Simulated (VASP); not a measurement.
# InAs in VASP: how settings move the PBE single point

Aim: see what changed inputs do to the PBE single point of InAs built on the zincblende prototype, under -4.0 % biaxial strain in x and y, free along z.

Code: VASP 6.6.1. PAW datasets, plane waves. No spin polarisation and no zero-point or thermal motion.

## (1) Starting point

The cell comes from an earlier relaxation with r2SCAN in another program, then strained, with the atoms relaxed again.

It is tetragonal, I-4m2 (No. 119); a = 4.147 Å, c = 6.362 Å in the conventional setting, 27.35 Å³ an atom. In has 4 As at 2.61 Å; As has 4 In at 2.61 Å.

The structure in full:

```
CELL_PARAMETERS angstrom
0.00000 2.93241 3.18078
2.93241 0.00000 3.18078
2.93241 2.93241 0.00000
ATOMIC_POSITIONS crystal
In 0.00000 0.00000 0.00000
As 0.25000 0.25000 0.25000
```

## (2) The reference run

Input file INCAR:

```
ENCUT = 520.000000
SIGMA = 0.020000
EDIFF = 1.00e-07
GGA = PE
PREC = Accurate
IBRION = -1
ISIF = 2
ISMEAR = -1
NBANDS = 16
NELM = 120
NSW = 0
LASPH = .TRUE.
LCHARG = .FALSE.
LWAVE = .FALSE.
LREAL = .FALSE.
```

Input file KPOINTS:

```
KPOINTS created by Atomic Simulation Environment
0
Gamma
8 8 8
0 0 0
```

Input file POSCAR:

```
In As
 1.0000000000000000
     0.0000000000000000    2.9324068540999999    3.1807818630000000
     2.9324068540999999    0.0000000000000000    3.1807818630000000
     2.9324068540999999    2.9324068540999999    0.0000000000000000
 In  As
   1   1
Cartesian
  0.0000000000000000  0.0000000000000000  0.0000000000000000
  1.4662034270500000  1.4662034270500000  1.5903909315000000
```

A file KPOINTS_OPT adds named points for the levels; it doesn't enter the self-consistent loop.

Potentials: the recommended PBE PAW datasets, 18 valence electrons.

Launch:

```
$ mpirun -np 1 vasp_std
```

## (3) Try 1

Input file INCAR:

```
ENCUT = 520.000000
EDIFF = 1.00e-07
GGA = PE
PREC = Accurate
IBRION = -1
ISIF = 2
NBANDS = 16
NELM = 120
NSW = 0
LASPH = .TRUE.
LCHARG = .FALSE.
LWAVE = .FALSE.
LREAL = .FALSE.
NELMDL = -12
ISMEAR = -4
SIGMA = 0.3
```

KPOINTS is that of step 2.

POSCAR is that of step 2.

## (4) Try 2

Input file INCAR:

```
ENCUT = 520.000000
EDIFF = 1.00e-07
GGA = PE
PREC = Accurate
IBRION = -1
ISIF = 2
NBANDS = 16
NELM = 120
NSW = 0
LASPH = .TRUE.
LCHARG = .FALSE.
LWAVE = .FALSE.
LREAL = .FALSE.
ISMEAR = 1
SIGMA = 0.3
```

KPOINTS is that of step 2.

POSCAR is that of step 2.

## (5) Try 3

INCAR: that of step 2 with these lines changed.

```diff
@@ -9,3 +9,2 @@
 NBANDS = 16
-NELM = 120
 NSW = 0
@@ -15 +14,2 @@
 LREAL = .FALSE.
+NELM = 66
```

Input file KPOINTS:

```
KPOINTS created by Atomic Simulation Environment
0
Gamma
5 5 5
0 0 0
```

POSCAR is that of step 2.

What does the calculation give? Wanted: for each run, changed; ending; energy change; pressure; electronic steps; usable.

As calculated:

| run | changed | ending | energy change (meV/atom) | pressure (GPa) | gap on the mesh (eV; negative: overlap) | electronic steps | time | usable |
| --- | --- | --- | --- | --- | --- | --- | --- | --- |
| ref. | – | converged | 0 | 4.6 | 0.00 | 14 | 56 s | yes |
| 1 | NELMDL = -12, ISMEAR = -4, SIGMA = 0.3 | converged | 0.0 | 4.6 | 0.00 | 21 | 76 s | yes |
| 2 | ISMEAR = 1, SIGMA = 0.3 | converged | 0.0 | 4.6 | 0.00 | 14 | 55 s | yes |
| 3 | NELM = 66, mesh 5×5×5 | converged | 22.1 | 4.8 | 0.00 | 14 | 18 s | no |

**Reading.** Of 3 altered inputs, 1 ended normally on a faulty or unsound input, 2 gave usable results.
